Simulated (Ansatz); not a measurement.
Rock-salt LiI was calculated with HSE06 (Ansatz, a first-principles code, plane waves, PAW).

Settings: plane-wave cutoff 460 eV, 8×8×8 k mesh, Fermi–Dirac smearing 0.01 eV, scalar-relativistic PAW data made under PBE.

Results at a series of volumes:

```
V (Å³/atom)  E − E_lowest (meV/atom)  P (GPa)
-----------  -----------------------  -------
25.391                          5.28    1.261
25.831                          2.42    0.828
26.727                          0.00    0.060
27.395                          0.79   -0.428
28.063                          3.48   -0.853
```

Problem. What bulk modulus B0 and pressure derivative B′ does a third-order Birch–Murnaghan fit give?

Solution. V0 = 26.804 Å³/atom, B0 = 20.6 GPa, B′ = 4.5 (fit to the energies at full precision).

Measured, for comparison: bulk modulus 24 GPa (0 K, extrapolated to 0 K; as tabulated in Doll and Stoll (1998), arXiv:cond-mat/9801031). Computed less measured: bulk modulus -14 %.

Spin–orbit coupling is not included.
